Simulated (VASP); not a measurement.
# Hf (Im-3m) in VASP: further runs, part 2 of 2

VASP 6.6.1. The steps go on from the part before.

### 4 Single point, PBEsol

This run uses another cell than the first one: it holds 3 atoms, not 1.

Contents of INCAR:

```
  ALGO = Fast
  EDIFF = 1E-7
  ENCUT = 520
  GGA = PS
  ISIF = 2
  ISMEAR = 0
  LASPH = True
  LCHARG = False
  LREAL = False
  LWAVE = False
  NBANDS = 22
  NELM = 100
  PREC = Accurate
  SIGMA = 0.1
```

Contents of KPOINTS:

```
k-points
0
Gamma
  6 6 4
```

Contents of POSCAR:

```
Hf
1.0
    4.9623193786      0.0000000001      0.0000000000
   -2.4811596894      4.2974946435      0.0000000000
    0.0000000000      0.0000000000      3.0068072717
Hf
3
Direct
    0.3333163429      0.0000000000      0.3333333333
    0.0000000000      0.3333163429      0.6666666667
    0.6666836571      0.6666836571      0.0000000000
```

Potentials or basis: VASP PAW PBE potentials, release 64 (Hf_pv).

The run is started by

```bash
cat potpaw_PBE.64/Hf_pv/POTCAR > POTCAR
mpirun -np 1 vasp_std > vasp.out
```

OUTCAR:

```text
EDIFF = 1E-7
   ENCUT = 520
   GGA = PS
   ISIF = 2
   ISMEAR = 0
   LASPH = True
   LREAL = False
   NELM = 100
   PREC = Accurate

 ion  position               nearest neighbor table
   1  0.333  0.000  0.333-   3 3.04   2 3.04   3 3.04   3 3.04   2 3.04   2 3.04   2 3.50   3 3.50
                             2 3.50   2 3.50   3 3.50   3 3.50
   2  0.000  0.333  0.667-   3 3.04   1 3.04   3 3.04   3 3.04   1 3.04   1 3.04   1 3.50   3 3.50
                             1 3.50   1 3.50   3 3.50   3 3.50
   3  0.667  0.667  0.000-   2 3.04   1 3.04   1 3.04   2 3.04   1 3.04   2 3.04   2 3.50   1 3.50
                             1 3.50   2 3.50   2 3.50   1 3.50

  LATTYP: Found a hexagonal cell.
 ALAT       =     4.9623193786
 C/A-ratio  =     0.6059278016

  Lattice vectors:

 A1 = (   4.9623193786,   0.0000000001,   0.0000000000)
 A2 = (  -2.4811596894,   4.2974946435,   0.0000000000)
 A3 = (   0.0000000000,   0.0000000000,   3.0068072717)

Analysis of symmetry for initial positions (statically):
=====================================================================
 Subroutine PRICEL returns:
 Original cell was already a primitive cell.

 Routine SETGRP: Setting up the symmetry group for a
[... 173 lines left out ...]

 E-fermi :   4.6990     XC(G=0): -11.6024

 val. band max:        4.6587250566   @ k =   0.5000   0.0000   0.2500
 cond. band min:       4.7169946926   @ k =   0.5000   0.0000   0.0000
 fundamental gap:      0.0582696360
 Fermi energy:         4.6989651286

 k-point     1 :       0.0000    0.0000    0.0000
  band No.  band energies     occupation
      1     -25.5620      2.00000
      2     -25.5619      2.00000
      3     -25.5619      2.00000
      4     -25.5617      2.00000
      5     -24.9757      2.00000
      6     -24.9757      2.00000
[... 589 lines left out ...]
     21       7.1622      0.00000
     22      11.3521      0.00000

------------------------ aborting loop because EDIFF is reached ----------------------------------------

  FORCE on cell =-STRESS in cart. coord.  units (eV):
  Direction    XX          YY          ZZ          XY          YZ          ZX
  --------------------------------------------------------------------------------------
  -------------------------------------------------------------------------------------
  Total       -0.1027979     -0.1027979     -0.0849410      0.0000000     -0.0000000      0.0000000
  in kB       -2.5685576     -2.5685576     -2.1223770      0.0000000     -0.0000000      0.0000000
  external PRESSURE =      -2.4198307 kB  Pullay stress =       0.0000000 kB

 VOLUME and BASIS-vectors are now :
 -----------------------------------------------------------------------------
  energy-cutoff  :      520.00
  volume of cell :       64.12
      direct lattice vectors                 reciprocal lattice vectors
     4.962319379  0.000000000  0.000000000     0.201518670  0.116346858  0.000000000
    -2.481159689  4.297494644  0.000000000    -0.000000000  0.232693716  0.000000000
     0.000000000  0.000000000  3.006807272     0.000000000  0.000000000  0.332578682

 POSITION                                       TOTAL-FORCE (eV/Angst)
 -----------------------------------------------------------------------------------
      1.65402      0.00000      1.00227         0.000033      0.000000     -0.000000
     -0.82701      1.43243      2.00454        -0.000017      0.000029      0.000000
      1.65415      2.86507      0.00000        -0.000017     -0.000029      0.000000
 -----------------------------------------------------------------------------------
    total drift:                                0.000000     -0.000000      0.000000

  FREE ENERGIE OF THE ION-ELECTRON SYSTEM (eV)
  ---------------------------------------------------
  free  energy   TOTEN  =       -31.0825711566 eV

  energy  without entropy=      -31.0587839013  energy(sigma->0) =      -31.07067753
```

stdout:

```text
POSCAR found type information on POSCAR Hf
 POSCAR found :  1 types and       3 ions
 scaLAPACK will be used
 -----------------------------------------------------------------------------
|                                                                             |
|                                                                             |
|     You enforced a specific xc type in the INCAR file but a different       |
|     I HOPE YOU KNOW WHAT YOU ARE DOING!                                     |
|                                                                             |
 -----------------------------------------------------------------------------

 LDA part: xc-table for (Slater+PW92), standard interpolation
 POSCAR, INCAR and KPOINTS ok, starting setup
 FFT: planning ... GRIDC
 FFT: planning ... GRID_SOFT
 FFT: planning ... GRID
 WAVECAR not read
 entering main loop
```

Run time: 16 s. Hardware: 1 thread of Intel Xeon 6975P-C (Granite Rapids), shared host; peak memory 0.19 GiB.

Results:

```
Free energy            : -31.0826 eV
Pressure               : -0.2 GPa
Band gap on the k mesh : none (metal or under the smearing width)
```

Caveat: the k mesh is coarse (spacing up to 0.52 Å⁻¹), so the values aren't converged; the PAW data sets were made with another functional, which shifts forces and pressure a little. The run has no spin-orbit coupling, so splittings on Hf are missing.

### 5 Relaxation of cell and atoms, PBEsol

This run uses another cell than the first one: it holds 3 atoms, not 1.

Contents of INCAR:

```
SYSTEM = Hf
PREC = Accurate
ENCUT = 600
EDIFF = 1E-6
ISMEAR = 0
SIGMA = 0.1
LREAL = .FALSE.
LASPH = .TRUE.
NELM = 100
ALGO = Normal
ISIF = 3
LWAVE = .FALSE.
LCHARG = .FALSE.
GGA = PS
IBRION = 2
NSW = 90
EDIFFG = -0.04
```

Contents of KPOINTS:

```
Automatic mesh
0
G
  6 6 4
  0 0 0
```

Contents of POSCAR:

```
Hf
1.0
    4.1083145766      0.0000000000      0.0000000000
   -2.0541572884      3.5579047901      0.0000000000
    0.0000000000      0.0000000000      4.6610204125
Hf
3
Direct
    0.2254000000      0.0000000000      0.3333333333
    0.0000000000      0.2254000000      0.6666666667
    0.7746000000      0.7746000000      0.0000000000
```

The run is started by

```bash
cat potpaw_PBE.64/Hf_pv/POTCAR > POTCAR
mpirun -np 1 vasp_std > vasp.out
```

Wall time 7.3 min (1 thread of Intel Xeon 6975P-C (Granite Rapids), shared host); peak memory 0.25 GiB.

It converged, with:

```yaml
Free_energy: -31.3117 eV
Relaxed_volume: 21.42 Å³/atom
Relaxed_cell: a = 3.119 Å, b = 3.119 Å, c = 7.628 Å, α = 90.00°, β = 90.00°, γ = 120.00°
Space_group_after_relaxing_to_0.05_Å: Fm-3m (No. 225)
Energy_gained_by_relaxing: 2524.8 meV/atom
Ionic_steps: 48
Pressure_after_relaxing: 0.0 GPa
Largest_force_after_relaxing: 0.010 eV/Å
Band_gap_on_the_k_mesh: none (metal or under the smearing width)
```

Forces in eV/Å, atoms in the order of the input:
```
Hf  -0.010  0.000  0.000
Hf   0.005 -0.009  0.000
Hf   0.005  0.009  0.000
```

Stress tensor (GPa, compression positive):
```
 0.11  0.00  0.00
 0.00  0.11  0.00
 0.00  0.00 -0.14
```

Step by step:
| step | energy change (eV) | largest force (eV/Å) | pressure (GPa) | volume (Å³) |
| --- | --- | --- | --- | --- |
| 1 | 0.0000 | 6.9930 | 15.57 | 68.13 |
| 3 | -3.4315 | 1.4799 | -9.93 | 86.80 |
| 5 | -4.4969 | 0.2519 | 1.79 | 69.15 |
| 7 | -5.0030 | 0.5487 | -3.99 | 72.03 |
| 9 | -6.8886 | 0.0001 | -11.47 | 72.21 |
| 11 | -6.7733 | 0.1424 | -12.08 | 74.43 |
| 13 | -6.8953 | 0.1570 | -12.30 | 74.24 |
| 15 | -6.9439 | 0.1311 | -12.13 | 73.78 |
| 17 | -6.9820 | 0.1494 | -11.74 | 73.43 |
| 19 | -7.2433 | 0.1484 | -7.12 | 69.06 |
| 21 | -7.3617 | 0.1508 | -0.04 | 64.07 |
| 23 | -7.3622 | 0.1516 | 0.27 | 63.88 |
| 25 | -7.3675 | 0.1567 | 0.29 | 63.84 |
| 27 | -7.3776 | 0.1740 | 0.52 | 63.64 |
| 29 | -7.3875 | 0.1906 | -0.19 | 64.08 |
| 31 | -7.4179 | 0.2545 | -3.14 | 66.08 |
| 33 | -7.4243 | 0.2658 | -4.26 | 66.90 |
| 35 | -7.4293 | 0.2652 | -4.35 | 66.96 |
| 37 | -7.4508 | 0.2450 | -4.73 | 67.27 |
| 39 | -7.4713 | 0.0096 | -6.52 | 68.49 |
| 41 | -7.5066 | 0.0701 | -5.09 | 67.45 |
| 43 | -7.5064 | 0.2839 | 3.98 | 62.14 |
| 45 | -7.5651 | 0.0869 | -0.79 | 64.70 |
| 47 | -7.5711 | 0.0467 | -0.47 | 64.52 |
| 48 | -7.5744 | 0.0101 | 0.03 | 64.25 |

Final structure:
```yaml
crystal:
  lattice:
    - [3.11882, 0.00000, 0.00000]
    - [-1.55941, 2.70097, 0.00000]
    - [0.00000, 0.00000, 7.62774]
  atoms:
    - { symbol: Hf, position: [0.33474, 0.00000, 0.33333] }
    - { symbol: Hf, position: [0.00000, 0.33474, 0.66667] }
    - { symbol: Hf, position: [0.66526, 0.66526, 0.00000] }
```

Levels at points of the mesh, in eV from the Fermi level:
```tsv
k point	band 12	band 13	band 14	band 15	band 16	band 17	band 18	band 19
(0.00, 0.00, 0.00)	-4.42	0.05	0.05	1.42	1.42	1.44	1.53	1.54
(0.50, 0.00, 0.00)	-2.97	-2.27	-0.50	-0.49	0.70	0.70	2.04	2.05
(0.00, 0.00, 0.50)	-3.74	0.62	0.62	0.80	1.18	1.18	1.78	1.79
(0.50, 0.00, 0.50)	-2.85	-1.71	-1.70	0.78	1.12	1.13	1.17	1.20
```

Caveat: the PAW data sets were made with another functional, which shifts forces and pressure a little.

### 6 Single point, PBEsol

This run uses another cell than the first one: it holds 3 atoms, not 1.

Contents of INCAR:

```
  PREC = Accurate
  ENCUT = 520
  EDIFF = 1E-6
  ISMEAR = 0
  SIGMA = 0.1
  LREAL = False
  LASPH = True
  NELM = 100
  ALGO = Normal
  ISIF = 2
  LWAVE = False
  LCHARG = False
  GGA = PS
  NBANDS = 22
```

Contents of KPOINTS:

```
Automatic mesh
0
Gamma
  6 6 4
```

POSCAR is that of step 5.

Potentials or basis: VASP PAW PBE potentials, release 64 (Hf_pv).

The run is started by

```bash
cat potpaw_PBE.64/Hf_pv/POTCAR > POTCAR
mpirun -np 1 vasp_std > vasp.out
```

It took 13 s on 1 thread of Intel Xeon 6975P-C (Granite Rapids), shared host; peak memory 0.19 GiB.

The run converged. Its results:

```yaml
Free_energy: -23.7366 eV
Pressure: 15.6 GPa
Largest_force: 6.993 eV/Å
Band_gap_on_the_k_mesh: none (metal or under the smearing width)
```

Forces on the atoms (eV/Å):
```
Hf   6.993  0.000  0.000
Hf  -3.497  6.056  0.000
Hf  -3.497 -6.056  0.000
```

Stress tensor (GPa, compression positive):
```
10.84  0.00  0.00
 0.00 10.84  0.00
 0.00  0.00 25.01
```

Levels at points of the mesh, in eV from the Fermi level:
| k point | band 11 | band 12 | band 13 | band 14 | band 15 | band 16 | band 17 | band 18 | band 19 | band 20 |
| --- | --- | --- | --- | --- | --- | --- | --- | --- | --- | --- |
| (0.00, 0.00, 0.00) | -2.37 | -2.37 | -1.29 | -1.04 | -1.04 | 0.55 | 1.77 | 1.77 | 3.65 | 3.65 |
| (0.50, 0.00, 0.00) | -2.99 | -2.08 | -0.45 | -0.34 | -0.03 | 0.41 | 1.17 | 1.69 | 2.21 | 3.92 |
| (0.00, 0.00, 0.50) | -3.72 | -2.38 | -1.40 | -1.40 | -0.17 | 0.23 | 0.23 | 0.77 | 2.58 | 4.14 |
| (0.50, 0.00, 0.50) | -2.49 | -2.08 | -1.12 | -0.47 | 0.10 | 0.97 | 1.17 | 1.84 | 2.58 | 2.71 |

Caveat: so large a pressure means that the cell lies far from this level's equilibrium, or that cutoff or potentials fall short; the potentials were made for another functional, which shifts forces and pressure.

### 7 Summary

| task | cell | k mesh | cutoff (eV) | mesh quality | gap on the mesh (eV) | pressure (GPa) | relaxed volume (Å³/atom) | largest force (eV/Å) |
| --- | --- | --- | --- | --- | --- | --- | --- | --- |
| single point | Im-3m, 21.25 Å³/atom | 22 × 22 × 22 | 520 | not flagged | none | -0.2 | - | - |
| relaxation of cell and atoms | relaxed | 22 × 22 × 22 | 600 | not flagged | none | 0.1 | 21.18 | - |
| single point | R-3m, 21.37 Å³/atom | 6 × 6 × 4 | 520 | coarse | none | -0.2 | - | - |
| relaxation of cell and atoms | relaxed | 6 × 6 × 4 | 600 | not flagged | none | 0.0 | 21.42 | 0.01 |
| single point | P3_121, 22.71 Å³/atom | 6 × 6 × 4 | 520 | not flagged | none | 15.6 | - | 6.99 |

Alike in all rows: level PBEsol; potentials or basis VASP PAW PBE potentials, release 64 (Hf_pv); no spin polarisation; smearing gaussian 0.1 eV.

Caveats: some runs use coarse meshes; the PAW data sets were made with another functional, which shifts forces and pressure a little (some runs); so large a pressure means that the cell lies far from this level's equilibrium, or that cutoff or potentials fall short (some runs); the potentials were made for another functional, which shifts forces and pressure (some runs).

Absolute energies hang on the potentials; compare differences alone.
